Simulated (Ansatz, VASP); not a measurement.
**Ti4H in VASP and in Ansatz**

```
Ti H
1.0
     3.25534    0.00000    0.00000
     0.00000    3.25534    0.00000
     0.00000    0.00000   20.17937
Ti H
4 1
Direct
  0.50000 0.50000 0.19822
  0.00000 0.00000 0.27888
  0.50000 0.50000 0.35519
  0.00000 0.00000 0.43011
  0.00000 0.25000 0.50659
```

Alike in both runs: functional PBE; k mesh 8 × 8 × 1; occupations gaussian, width 0.1 eV; no spin polarisation.

Ansatz relaxed the structure, and its values are those at the end. VASP's run is a single point on that final structure, the one shown.

|  | VASP | Ansatz |
| --- | --- | --- |
| version | VASP 6.6.1 | Ansatz 0.2.0 |
| potentials or method | VASP PAW PBE potentials, release 64 (Ti_sv, H) | scalar-relativistic, plane waves, PAW |
| plane-wave cutoff (eV) | 520 | 420 |
| valence electrons in the cell | 49 | 49 |

```tsv
	VASP	Ansatz	Ansatz less VASP
gap on the k mesh at the Fermi level (eV)	none	none	-
rms of the force components (eV/Å)	0.407	0.409	+0.0016
```

A gap of «none» marks a metal or a gap that the smearing closes. Ansatz warned: «vacuum_below_fermi».
